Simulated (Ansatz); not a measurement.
A surface is cut from this relaxed crystal of Mo:

```
Mo
1.0
    -1.58030    1.58030    1.58030
     1.58030   -1.58030    1.58030
     1.58030    1.58030   -1.58030
Mo
1
Cartesian
  0.0000 0.0000 0.0000
```

Miller indices refer to the conventional cell of Im-3m (No. 229), a = 3.161 Å, b = 3.161 Å, c = 3.161 Å, α = 90.00°, β = 90.00°, γ = 90.00°.

Computed with Ansatz, DFT PBE, scalar-relativistic, plane waves, PAW. Cutoff 420 eV, Gaussian smearing of 0.10 eV, no spin polarisation. A dipole correction acts along the normal.

A relaxed slab with low-index faces, about a nanometre thick, has these properties:

```
Surface energy (mean of both faces) : 2.85 J/m²
Work function                       : 4.49 eV
```

(1) Which low-index plane was cut?

## Answers

(1) The (110) plane.